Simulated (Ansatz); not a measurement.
# Pt: strong compression

How does Pt (simple hexagonal type) answer strong compression? Methods of the runs shown: PAW.

Computed with Ansatz 0.2.0 (DFT PBE, with the methods named in each step, unless a step's input says otherwise).

## 1. The starting structure

Symmetry: P6/mmm, No. 191, hexagonal system. The conventional cell has a = 2.715 Å, b = 2.715 Å, c = 2.552 Å, α = 90.00°, β = 90.00°, γ = 120.00°. Pt (site symmetry 6/mmm) has 8 Pt at 2.55 to 2.71 Å as nearest neighbours.

As a file:

```cif
data_structure
_symmetry_space_group_name_H-M 'P 1'
_symmetry_Int_Tables_number 1
_cell_length_a 2.7148
_cell_length_b 2.7148
_cell_length_c 2.5519
_cell_angle_alpha 90.000
_cell_angle_beta 90.000
_cell_angle_gamma 120.000
_cell_volume 16.29
loop_
_atom_site_label
_atom_site_type_symbol
_atom_site_fract_x
_atom_site_fract_y
_atom_site_fract_z
_atom_site_occupancy
Pt1 Pt 0.00000 0.00000 0.00000 1
```

Whether this phase is the stable one at these pressures isn't tested.

## 2. Cell relaxed at zero pressure, PAW

input.yaml

```yaml
crystal:
  lattice:
    - [2.7147600394, 0.0, 0.0]
    - [-1.3573800197, 2.3510511593, 0.0]
    - [0.0, 0.0, 2.551874437]
  atoms:
    - { symbol: Pt, position: [0.0, 0.0, 0.0] }
kpoints:
  mp_grid: { grid: [16, 16, 15] }
scf:
  occupations: { method: fermi_dirac, width: 0.08 }
hamiltonian:
  xc: pbe
  pseudopotentials: { kind: paw }
output:
  forces: true
  stress: true
relax:
  f_tol: 0.005
  max_steps: 40
  cell: {}
```

Started as:

```
$ ansatz run input.yaml --threads 1 --pin off --max-ram 2048MiB --backend cpu --events-out ev --progress --plain --runs-dir out
```

After this run come: Volume scaled by 1, PAW; Volume scaled by 1, PAW (level accurate); Shape and atoms relaxed at 0.92 of the volume, PAW; Volume scaled by 0.92, PAW; Volume scaled by 0.92, PAW (partial_waves polarizable); Shape and atoms relaxed at 0.84 of the volume, PAW; Volume scaled by 0.84, PAW; Shape and atoms relaxed at 0.76 of the volume, PAW; Volume scaled by 0.76, PAW; Shape and atoms relaxed at 0.68 of the volume, PAW; Volume scaled by 0.68, PAW; Shape and atoms relaxed at 0.6 of the volume, PAW; Volume scaled by 0.6, PAW; Shape and atoms relaxed at 0.52 of the volume, PAW; Volume scaled by 0.52, PAW; Shape and atoms relaxed at 0.45 of the volume, PAW; Volume scaled by 0.45, PAW; Volume scaled by 0.45, PAW (cutoff 600 eV).

Q: Predict the outcome of this session. Wanted: PAW pressure at 0.45 of the volume; fitted bulk modulus at zero pressure.

**Answer**, as computed:

| quantity | value |
| --- | --- |
| PAW pressure at 0.45 of the volume | 1290.7 GPa |
| PAW (cutoff 600 eV) pressure at 0.45 of the volume | 1290.4 GPa |
| fitted bulk modulus at zero pressure (PAW) | 233 GPa |
| its pressure derivative | 4.78 |

In words: At 0.45 of the starting volume PAW gives 1291 GPa. A third-order Birch-Murnaghan curve fits the range only roughly (B₀ = 233 GPa, B′ = 4.78, misfit at most 16.53 GPa). A fit over so wide a range leans to the high pressures, so B₀ can be off by several per cent. No all-electron run checks these rows here, and frozen cores can fail under such compression. The ions are at rest, and the electrons smeared by 0.08 eV. Spin-orbit coupling is left out, though the cell holds Pt; in elements this heavy it can shift bands and gaps by tenths of an eV.
